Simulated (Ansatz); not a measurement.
## Relativistic treatment of LiF

```xyz
2
Lattice="0.0000 2.0341 2.0341 2.0341 0.0000 2.0341 2.0341 2.0341 0.0000" Properties=species:S:1:pos:R:3 pbc="T T T"
Li    0.0000    0.0000    0.0000
F     2.0341    2.0341    2.0341
```

Atoms are numbered in the order listed.

Conventional cell: a = 4.068 Å, b = 4.068 Å, c = 4.068 Å, α = 90.00°, β = 90.00°, γ = 90.00°. Li (atom 1) has 6 F at 2.03 Å as nearest neighbours. Around F (atom 2) lie 6 Li at 2.03 Å.

The structure comes from a relaxation in the same program, started in the rocksalt type, and has space group Fm-3m. Whether it is a known phase or the ground state wasn't checked.

One fixed cell is solved with PBE by all-electron LAPW in Ansatz 0.2.0 under different relativistic treatments. Pressure is positive in compression.

The runs use a Γ-centred 14×14×14 k mesh, Fermi–Dirac smearing of 0.03 eV, basis error target 0.5 meV/atom, no spin polarisation.

| setting | P (GPa) | gap over the k mesh and a high-symmetry path (eV) | lowest level at Γ above −25 eV, from the valence-band top or, without a gap, the Fermi level (eV) |
| --- | --- | --- | --- |
| scalar-relativistic | -0.09 | 8.81 | -19.89 |
| non-relativistic | -0.09 | 8.85 | -19.81 |
